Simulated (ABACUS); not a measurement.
## Sn under changes of volume

One of the cells (27.650 Å³/atom); the others are scaled copies at fixed shape and fractional positions:

```
Sn
1.0
    -2.94014    2.94014    1.59930
     2.94014   -2.94014    1.59930
     2.94014    2.94014   -1.59930
Sn
2
Direct
  0.00000 0.00000 0.00000
  0.75000 0.25000 0.50000
```

- Program: ABACUS 3.10.1
- Functional: PBE
- Potentials or basis: PseudoDojo NC SR 0.4.1 PBE standard
- Cutoff: 1361 eV
- Density cutoff: 5442 eV
- Basis: DZP LCAO (the cutoffs set its grid)
- k mesh: 9 × 9 × 9
- Occupations: fermi-dirac, width 0.05 eV
- Spin: no spin polarisation

```csv
volume (Å³/atom),energy over the lowest point (meV/atom),pressure (GPa)
25.991,?,?
26.544,31.28,4.7
27.097,17.29,3.4
27.650,7.73,2.2
28.203,2.09,1.1
28.756,0.00,0.1
29.309,1.10,-0.7
```

Task: What does the run at 25.991 Å³/atom give?

Result: Energy over the lowest point 50.14 meV/atom; pressure 6.3 GPa.

Worked out: A Birch-Murnaghan fit of order 3 (a polynomial in V^(-2/3)) to the other rows has its minimum at 28.83 Å³/atom with B0 = V·E''(V) = 47 GPa and B' = 4.6 at fixed shape and positions, which overstates the stiffness. It gives 50.17 meV/atom at 25.991 Å³/atom, against the run's 50.14, and -dE/dV = 6.2 GPa, against 6.3.

Energies are extrapolated to zero smearing.

Caveats: the atomic orbitals were generated for these runs and aren't a published set; the basis of atomic orbitals isn't converged, which shifts pressures, moduli and gaps.
